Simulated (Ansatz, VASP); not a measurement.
## Two plane-wave programs on BN

Contents of INCAR:

```
PREC     = Accurate       # precision mode
ENCUT    = 630            # plane-wave cutoff, eV
EDIFF    = 1E-6           # SCF threshold, eV
ISMEAR   = -1             # smearing method
SIGMA    = 0.05           # smearing width, eV
LREAL    = False          # projectors in reciprocal space
LASPH    = True           # aspherical terms in the spheres
NELM     = 80             # most SCF steps
ALGO     = Normal         # electronic algorithm
ISIF     = 3              # what is computed and relaxed
LWAVE    = False          # write WAVECAR
LCHARG   = False          # write CHGCAR
GGA      = PE             # functional
IBRION   = 2              # ionic algorithm
NSW      = 40             # ionic steps
EDIFFG   = -0.01          # ionic threshold
```

KPOINTS

```
regular mesh
0
Gamma
  12 12 12
```

Contents of POSCAR:

```
BN
1.0
    1.2511217832      0.7223354983      3.3729344033
   -1.2511217832      0.7223354983      3.3729344033
    0.0000000000     -1.4446709966      3.3729344033
N B
1 1
Direct
    0.6672382000      0.6672382000      0.6672382000
    0.0003288000      0.0003288000      0.0003288000
```

input.yaml

```yaml
crystal:
  lattice:
    - [1.2511217832, 0.7223354983, 3.3729344033]
    - [-1.2511217832, 0.7223354983, 3.3729344033]
    - [0.0, -1.4446709966, 3.3729344033]
  atoms:
    - { symbol: "N", position: [0.6672382, 0.6672382, 0.6672382] }
    - { symbol: B, position: [0.0003288, 0.0003288, 0.0003288] }
hamiltonian:
  xc: pbe
  pseudopotentials: { kind: paw }
kpoints:
  mp_grid: { grid: [12, 12, 12] }
scf:
  occupations: { method: fermi_dirac, width: 0.05 }
output:
  forces: true
  stress: true
  eigenvalues: true
  write_density: true
  write_potential: true
  elf: true
  volumetric_format: npy
relax:
  f_tol: 0.01
  max_steps: 40
  cell: { stress_tol: 0.05 }
```

The cell is a database's computed one.

Alike in both runs: task relaxation of cell and atoms; functional PBE; k mesh 12 × 12 × 12; occupations fermi-dirac, width 0.05 eV; no spin polarisation.

|  | VASP | Ansatz |
| --- | --- | --- |
| version | VASP 6.6.1 | Ansatz 0.2.0 |
| potentials or method | VASP PAW PBE potentials, release 64 (N_GW, B_GW) | Ansatz PAW |
| plane-wave cutoff (eV) | 630 | 420 |
| valence electrons in the cell | 8 | 8 |

Ansatz gave:

```
gap on the k mesh at the Fermi level, each at its own relaxed structure (eV) : 4.39
relaxed volume (Å³/atom)                                                     : 11.42
relaxed cell length with the largest relative difference (Å)                 : 4.424
energy change over the relaxation (meV/atom)                                 : -11
```

Q: What did VASP give for the same quantities?

A: gap on the k mesh at the Fermi level, each at its own relaxed structure (eV): 4.50; relaxed volume (Å³/atom): 10.59; relaxed cell length with the largest relative difference (Å): 4.141; energy change over the relaxation (meV/atom): -9.

One of these differences is far larger than is usual between the two programs; its cause wasn't traced.

Caveats: the volume moved by over 15 % at a fixed basis, so the end points are rough; the plane-wave basis is chosen anew once the cell has moved, so the energies of steps on either side of that aren't comparable (Ansatz); the pressure holds a Pulay correction of +0.5 GPa for the finite cutoff (Ansatz). As with any semilocal functional, this PBE gap is likely too small. A k mesh can miss the band edges.
